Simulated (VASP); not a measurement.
MgS:

```
S Mg
1.0
     0.00000    2.83312    2.83312
     2.83312    0.00000    2.83312
     2.83312    2.83312    0.00000
S Mg
1 1
Direct
  0.25000 0.25000 0.25000
  0.00000 0.00000 0.00000
```

The cell comes from a database or a generator and needn't be the stable form of this composition.

| Item | Value |
| --- | --- |
| Program | VASP 6.6.1 |
| Task | single point |
| Functional | LDA |
| Potentials or basis | VASP PAW LDA potentials, release 64 (S, Mg) |
| Cutoff | 900 eV |
| k mesh | 9 × 9 × 9 |
| Occupations | gaussian, width 0.02 eV |
| Spin | no spin polarisation |

On this cell: pressure -2.5 GPa; largest force zero by symmetry; band gap on the k mesh 3.18 eV, direct.

The same run follows on a disturbed copy (grid = ENCUT=900 k=9x9x9 ISMEAR=0 SIGMA=0.02 PREC=Accurate EDIFF=1e-08 LREAL=False ADDGRID=False LASPH=True; atoms moved at random, drawn with an rms of 0.1 Å):

```
CELL_PARAMETERS angstrom
0.00000 2.83312 2.83312
2.83312 0.00000 2.83312
2.83312 2.83312 0.00000
ATOMIC_POSITIONS crystal
S 0.23466 0.27480 0.23573
Mg 0.97835 0.02378 0.96823
```

Q: What changes?

A: The energy moves by +9.7 meV/atom; pressure -2.3 GPa; largest force 0.430 eV/Å; band gap on the k mesh 3.06 eV, direct.

Forces in eV/Å, atoms in the order of the input:
```
S   -0.257 -0.341 -0.047
Mg   0.257  0.341  0.047
```

Stress tensor (GPa, compression positive):
```
-2.33 -0.22 -1.26
-0.22 -2.39 -0.96
-1.26 -0.96 -2.25
```

